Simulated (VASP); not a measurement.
# Zn: equation of state with PBEsol

The system is Zn.

```
CELL_PARAMETERS angstrom
2.60741 0.00000 0.00000
-1.30371 2.25809 0.00000
0.00000 0.00000 4.85273
ATOMIC_POSITIONS crystal
Zn 0.66667 0.33333 0.75000
Zn 0.33333 0.66667 0.25000
```

* Program: VASP 6.6.1
* Task: equation of state
* Functional: PBEsol
* Potentials or basis: VASP PAW PBE potentials, release 64 (Zn)
* Cutoff: 520 eV
* k mesh: 10 × 10 × 6
* Occupations: fermi-dirac, width 0.05 eV
* Spin: no spin polarisation

The equilibrium volume is 14.28 Å³/atom, the bulk modulus at fixed shape and positions is 93 GPa and the pressure derivative of the bulk modulus is 5.0 (rough: it moves with the points fitted).

Energy against volume, from the lowest point:
| volume (Å³/atom) | energy (meV/atom) |
| --- | --- |
| 13.714 | 7.08 |
| 14.000 | 1.67 |
| 14.286 | 0.00 |
| 14.572 | 1.65 |
| 14.857 | 6.24 |

All runs of the series together: 71 s on 1 thread of Intel(R) Xeon(R) Platinum 8488C (Sapphire Rapids), on a shared host.

Caveat: the cell was scaled at fixed shape and fractional positions, which overstates the stiffness of a crystal with free parameters, most of all of layers and chains; the PAW data sets were made with another functional, which shifts forces and pressure a little.
